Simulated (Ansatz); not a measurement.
# LiCl: the cost of one run

Method: DFT PBE, scalar-relativistic, plane waves, PAW, in Ansatz 0.2.0.

The COD entry's cell or inner coordinates are ideal or old and differ from later refinements, so a difference from it is no clean test against experiment.

## Step 1: The starting structure

It takes space group Fm-3m (No. 225, cubic). Conventional cell: a = 5.130 Å, b = 5.130 Å, c = 5.130 Å, α = 90.00°, β = 90.00°, γ = 90.00°. Li (site symmetry m-3m) has 6 Cl at 2.56 Å as nearest neighbours. Cl (site symmetry m-3m) has 6 Li at 2.56 Å as nearest neighbours.

As a file:

```cif
data_structure
_symmetry_space_group_name_H-M 'Fm-3m'
_symmetry_Int_Tables_number 225
_cell_length_a 5.1295
_cell_length_b 5.1295
_cell_length_c 5.1295
_cell_angle_alpha 90.000
_cell_angle_beta 90.000
_cell_angle_gamma 90.000
_cell_volume 134.97
loop_
_atom_site_label
_atom_site_type_symbol
_atom_site_symmetry_multiplicity
_atom_site_Wyckoff_symbol
_atom_site_fract_x
_atom_site_fract_y
_atom_site_fract_z
_atom_site_occupancy
Li1 Li 4 a 0.00000 0.00000 0.00000 1
Cl1 Cl 4 b 0.00000 0.00000 0.50000 1
```

The cell is taken as given, not relaxed at this level.

## Step 2: Reference: the perfect supercell

Input file input.yaml:

```yaml
crystal:
  lattice:
    - [5.12952, 0.0, -5.12952]
    - [0.0, 5.12952, -5.12952]
    - [5.12952, 5.12952, 0.0]
  atoms:
    - { symbol: Li, position: [0.5, 0.5, 0.0] }
    - { symbol: Li, position: [0.5, 0.5, 0.5] }
    - { symbol: Li, position: [0.5, 0.0, 0.0] }
    - { symbol: Li, position: [0.5, 0.0, 0.5] }
    - { symbol: Li, position: [0.0, 0.5, 0.0] }
    - { symbol: Li, position: [0.0, 0.5, 0.5] }
    - { symbol: Li, position: [0.0, 0.0, 0.0] }
    - { symbol: Li, position: [0.0, 0.0, 0.5] }
    - { symbol: Cl, position: [0.25, 0.25, 0.75] }
    - { symbol: Cl, position: [0.25, 0.25, 0.25] }
    - { symbol: Cl, position: [0.25, 0.75, 0.75] }
    - { symbol: Cl, position: [0.25, 0.75, 0.25] }
    - { symbol: Cl, position: [0.75, 0.25, 0.75] }
    - { symbol: Cl, position: [0.75, 0.25, 0.25] }
    - { symbol: Cl, position: [0.75, 0.75, 0.75] }
    - { symbol: Cl, position: [0.75, 0.75, 0.25] }
  symmetry: { detect: false }
basis:
  ecutwfc: 420
kpoints:
  mp_grid: { grid: [2, 2, 2], shift: [0.5, 0.5, 0.5] }
hamiltonian:
  xc: pbe
scf:
  occupations: { method: gaussian, width: 0.1 }
output:
  forces: true
  stress: true
  eigenvalues: true
```

Launch:

```
> ansatz run input.yaml --threads 4 --pin off --max-ram 5120MiB --backend cpu --events-out ev --progress --plain --runs-dir out
```

What time and memory should one allow on 4 threads of an Arm CPU, shared host?

About 1.8 s, with a peak of 0.56 GiB.
